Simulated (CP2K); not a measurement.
**ZrB2 under changes of volume**

One of the cells (10.249 Å³/atom); the others are scaled copies at fixed shape and fractional positions:

```
Zr B
1.0
     3.17000    0.00000    0.00000
    -1.58500    2.74530    0.00000
     0.00000    0.00000    3.53300
Zr B
1 2
Direct
  0.00000 0.00000 0.00000
  0.66667 0.33333 0.50000
  0.33333 0.66667 0.50000
```

* Program: CP2K 2026.2
* Functional: PBEsol
* Potentials or basis: POTENTIAL_UZH Zr GTH-PBE-q12, B GTH-PBE-q3; TZVP-MOLOPT-PBE-GTH basis
* Density cutoff: 6123 eV
* k mesh: 10 × 10 × 8
* Occupations: fermi-dirac, width 0.05 eV
* Spin: no spin polarisation

```tsv
volume (Å³/atom)	energy over the lowest point (meV/atom)	pressure (GPa)
9.634	?	?
9.839	9.21	9.1
10.044	1.21	3.5
10.249	0.00	-1.5
10.454	4.96	-6.1
10.659	15.52	-10.3
10.864	31.16	-14.1
```

Q: What does the run at 9.634 Å³/atom give?

A: Energy over the lowest point 24.77 meV/atom; pressure 15.3 GPa.

Worked out: A Birch-Murnaghan fit of order 3 (a polynomial in V^(-2/3)) to the other rows has its minimum at 10.18 Å³/atom with B0 = V·E''(V) = 247 GPa and B' = 3.8 at fixed shape and positions, which overstates the stiffness. It gives 24.70 meV/atom at 9.634 Å³/atom, against the run's 24.77, and -dE/dV = 15.2 GPa, against 15.3.

Energies are extrapolated to zero smearing.

Caveats: the potentials were made for another functional, which shifts forces and pressure; the basis of atomic orbitals isn't converged, which shifts pressures, moduli and gaps.
